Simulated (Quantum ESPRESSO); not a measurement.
**CdSe (Cadmoselite) in Quantum ESPRESSO: convergence with SCF threshold**

Crystal: CdSe (Cadmoselite).

```xyz
4
Lattice="4.3000 0.0000 0.0000 -2.1500 3.7239 0.0000 0.0000 0.0000 7.0200" Properties=species:S:1:pos:R:3 pbc="T T T"
Cd    2.1500    1.2413    3.5100
Cd    0.0000    2.4826    0.0000
Se    2.1500    1.2413    6.2127
Se    0.0000    2.4826    2.7027
```

| Item | Value |
| --- | --- |
| Program | Quantum ESPRESSO 7.5 |
| Task | single point |
| Functional | PBE |
| Potentials or basis | SSSP 1.3 efficiency PBE |
| Cutoff | 816 eV |
| Density cutoff | 6531 eV |
| k mesh | 7 × 7 × 4 |
| Occupations | gaussian, width 0.05 eV |
| Spin | no spin polarisation |

These are the settings of the first run; the series varies SCF threshold, with any setting tied to it.

Hardware: 1 thread of Arm Neoverse V2, on a shared host.

| SCF threshold | energy less the tightest run, at zero smearing (meV/atom) | pressure (GPa) | largest force (eV/Å) | gap on the mesh (eV) | SCF cycles | CPU time (s) | peak memory (GiB) |
| --- | --- | --- | --- | --- | --- | --- | --- |
| 0.001 Ry | 0.22 | 4.12 | 0.288 | 0.671 | 4 | 50 | 0.56 |
| 0.0001 Ry | 0.05 | 3.33 | 0.286 | 0.676 | 5 | 59 | 0.56 |
| 1e-05 Ry | 0.05 | 3.33 | 0.286 | 0.676 | 5 | 59 | 0.56 |
| 1e-06 Ry | 0.00 | 2.95 | 0.286 | 0.676 | 6 | 74 | 0.56 |
| 1e-07 Ry | 0.00 | 3.10 | 0.286 | 0.678 | 8 | 92 | 0.56 |
| 1e-08 Ry | 0.00 | 3.05 | 0.286 | 0.677 | 9 | 100 | 0.56 |
| 1e-10 Ry | 0.00 | 3.04 | 0.286 | 0.677 | 11 | 120 | 0.56 |
| 1e-12 Ry | 0.00 | 3.05 | 0.286 | 0.677 | 14 | 150 | 0.56 |

Against the tightest run, the energy stays within 1 meV/atom from 0.001 Ry on; the pressure stays within 0.1 GPa from 1e-06 Ry on; the largest force stays within 0.005 eV/Å from 0.001 Ry on; the gap on the mesh stays within 0.01 eV from 0.001 Ry on. The tightest run that finished is the yardstick and may itself not be fully converged.
